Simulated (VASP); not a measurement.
Computed with revPBE GGA, VASP's PBE PAW potentials (set 64) (plane waves; VASP).

A VASP calculation is set up with these files.

INCAR:
```
SYSTEM = CsCl
PREC = Accurate
ENCUT = 520
EDIFF = 1E-7
NELM = 100
ALGO = Normal
LREAL = .FALSE.
LASPH = .TRUE.
ISMEAR = 0
SIGMA = 0.05
GGA = RE
LMAXMIX = 4
LWAVE = .FALSE.
LCHARG = .FALSE.
ISIF = 2
```

File POSCAR:
```
CsCl
1
    4.2524958772     0.0000000000     0.0000000000
    0.0000000000     4.2524958772     0.0000000000
    0.0000000000     0.0000000000     4.2524958772
Cs Cl
1 1
Direct
  0.0000000000   0.0000000000   0.0000000000
  0.5000000000   0.5000000000   0.5000000000
```

KPOINTS:
```
Automatic mesh
0
Gamma
6 6 6
0 0 0
```

POTCAR, in this order: Cs_sv Cl (PBE.64 set). Program: vasp_std.

Output

File OSZICAR:
```
       N       E                     dE             d eps       ncg     rms          rms(c)
DAV:   1     0.104710461281E+03    0.10471E+03   -0.69188E+03   480   0.114E+03
DAV:   2     0.136473811823E+01   -0.10335E+03   -0.97594E+02   720   0.190E+02
DAV:   3    -0.651606180108E+01   -0.78808E+01   -0.78538E+01   608   0.601E+01
DAV:   4    -0.660336679637E+01   -0.87305E-01   -0.87250E-01   576   0.774E+00
DAV:   5    -0.660466151862E+01   -0.12947E-02   -0.12946E-02   616   0.937E-01    0.251E+00
DAV:   6    -0.619867538781E+01    0.40599E+00   -0.68770E-01   552   0.459E+00    0.202E+00
DAV:   7    -0.615430340241E+01    0.44372E-01   -0.23334E-01   640   0.270E+00    0.121E+00
DAV:   8    -0.616259876002E+01   -0.82954E-02   -0.24025E-02   556   0.123E+00    0.171E-01
DAV:   9    -0.616435025017E+01   -0.17515E-02   -0.58552E-03   580   0.513E-01    0.136E-01
DAV:  10    -0.616474528818E+01   -0.39504E-03   -0.66569E-04   536   0.228E-01    0.137E-02
DAV:  11    -0.616477471093E+01   -0.29423E-04   -0.58153E-05   640   0.566E-02    0.819E-03
DAV:  12    -0.616477874381E+01   -0.40329E-05   -0.22681E-05   552   0.355E-02    0.477E-03
DAV:  13    -0.616477850785E+01    0.23596E-06   -0.56359E-07   588   0.619E-03    0.230E-03
DAV:  14    -0.616477857378E+01   -0.65929E-07   -0.45680E-07   592   0.410E-03
   1 F= -.61647786E+01 E0= -.61647786E+01  d E =-.368596E-13
```

OUTCAR:
```
------------------------ aborting loop because EDIFF is reached ----------------------------------------
  FORCE on cell =-STRESS in cart. coord.  units (eV):
  Direction    XX          YY          ZZ          XY          YZ          ZX
  --------------------------------------------------------------------------------------
  Total        0.3808951      0.3808951      0.3808951      0.0000000      0.0000000     -0.0000000
  in kB        7.9356826      7.9356826      7.9356826      0.0000000      0.0000000     -0.0000000
  external PRESSURE =       7.9356826 kB  Pullay stress =       0.0000000 kB
  volume of cell :       76.90
      direct lattice vectors                 reciprocal lattice vectors
     4.252495877  0.000000000  0.000000000     0.235156019  0.000000000  0.000000000
     0.000000000  4.252495877  0.000000000     0.000000000  0.235156019  0.000000000
     0.000000000  0.000000000  4.252495877     0.000000000  0.000000000  0.235156019
 POSITION                                       TOTAL-FORCE (eV/Angst)
 -----------------------------------------------------------------------------------
      0.00000      0.00000      0.00000         0.000000      0.000000      0.000000
      2.12625      2.12625      2.12625         0.000000      0.000000      0.000000
 -----------------------------------------------------------------------------------
    total drift:                                0.000000      0.000000     -0.000000
  FREE ENERGIE OF THE ION-ELECTRON SYSTEM (eV)
  ---------------------------------------------------
  free  energy   TOTEN  =        -6.1647785738 eV

  energy  without entropy=       -6.1647785738  energy(sigma->0) =       -6.16477857
```
(Selected blocks of OUTCAR.)

The compound is CsCl in the CsCl type structure. This cell is one point of a volume scan, at 0.94 of the reference volume.
